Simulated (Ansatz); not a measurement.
## MoS2: from supercell energies to defect levels (H interstitial)

These are results of DFT PBE, scalar-relativistic, plane waves, PAW in Ansatz, not measurements. (420 eV cutoff, 2×2×2 k-mesh, shifted by half a step, Gaussian smearing of 0.01 eV, collinear spin in charge 0 alone)

Host crystal, relaxed:

```
Mo S
1.0
     1.59259    0.91948    7.43832
    -1.59259    0.91948    7.43832
     0.00000   -1.83896    7.43832
Mo S
1 2
Direct
  0.99978 0.99978 0.99978
  0.40313 0.40313 0.40313
  0.26309 0.26309 0.26309
```

The H interstitial was set at (0.500, 0.531, 0.531) of the host cell, in a supercell of 39 sites (850 Å³), relaxed at fixed cell in each charge q. In charges +1, 0, -1 some atom moved by up to 1.8 Å, so the relaxed defect can differ in kind from the start: near the site, 2 S at 2.48 Å, 1 S at 2.54 Å, 1 S at 2.63 Å became 1 S at 1.37 Å (charge +1); 1 S at 1.41 Å, 2 S at 2.56 Å (charge 0); 1 S at 1.43 Å, 2 S at 2.44 Å, 2 Mo at 3.09 Å (charge -1). The host's Kohn–Sham gap is 1.45 eV and its static dielectric constant 9.7 (mean). For each charge: the supercell's free energy over the neutral one with q electrons exchanged at the valence band top, F(q) − F(0) + qE_v; the image-charge term; and the term that aligns the potential far from the defect with the host's.

| q | F(q) − F(0) + qE_v (eV) | image charge (eV) | alignment (eV) |
| --- | --- | --- | --- |
| +1 | -1.264 | 0.257 | -0.046 |
| 0 | 0.000 | 0.000 | 0.000 |
| -1 | 1.071 | 0.257 | -0.180 |

Task: Add the terms and find the levels between neighbouring charges, ε(q/q′) = [A(q′) − A(q)]/(q − q′), with and without the two corrections.

Result: A(q): -1.053 eV for +1, 0.000 eV for 0, 1.148 eV for -1.
| level | corrected (eV over E_v) | uncorrected (eV) |
| --- | --- | --- |
| (+1/0) | 1.05 | 1.26 |
| (0/-1) | 1.15 | 1.07 |

As a check, a point charge in a simple cubic cell of this volume has q²αe²/(2εL) = 0.223 q² eV (e² = 14.40 eV Å, α = 2.837, L = 9.47 Å); the shape of the real cell and the anisotropy of ε can change it somewhat. The term grows as q², so it pushes donor levels down and acceptor levels up. The program doubts the alignment for q = -1, so levels beside it are uncertain by about that term.

Task: Which of these charges is lowest with the Fermi level at the valence band top, at mid-gap and at the conduction band bottom?

Result: The line A(q) + qE_F that lies lowest gives the charge: +1 at E_F = 0.00 eV, +1 at E_F = 0.73 eV, -1 at E_F = 1.45 eV. Charges beyond those computed could lie lower near the band edges.

Task: The neutral defect forms at 1.59 eV with atoms taken from and returned to the elements. What are the formation energies at those three Fermi levels, and what share of sites would hold the defect at 1200 K with E_F at mid-gap, if the host still stood at that temperature?

Result: E_f = E_f(0) + A(q) + qE_F = 0.53, 1.26, 1.28 eV. In the dilute limit the share is exp(−E_f/k_BT) = exp(−1.258/0.1034) = 5.2×10⁻⁶, leaving out degeneracy and vibrational entropy. This is the H-rich limit; a poorer supply of H, or a competing compound of it, raises E_f. The small cell and the narrow Kohn–Sham gap leave errors of tenths of an eV or more, which change the share by orders of magnitude.

Hydrogen leaves its starting site and binds to a single sulfur in all three charges. In the positive state this is essentially a proton sharing a sulfur lone pair, much as in a sulfonium ion, which explains why that charge is the lowest of those computed at mid-gap. The S–H distance grows from 1.37 to 1.41 to 1.43 Å as electrons are added, which suggests that they enter states with some S–H antibonding character, probably mixed with Mo d. The negative state does not look like a metal-bound hydride, since the nearest Mo atoms listed, at 3.09 Å, are too far away for a Mo–H bond.

The (+1/0) level lies high in the gap but well below the conduction band, so the calculation describes a deep donor rather than a shallow one. The corrections reverse the order of the two levels, leaving open whether the neutral state has a narrow window of its own or is skipped as in a negative-U centre. A lower-energy hydride configuration reached from another starting site is not excluded.
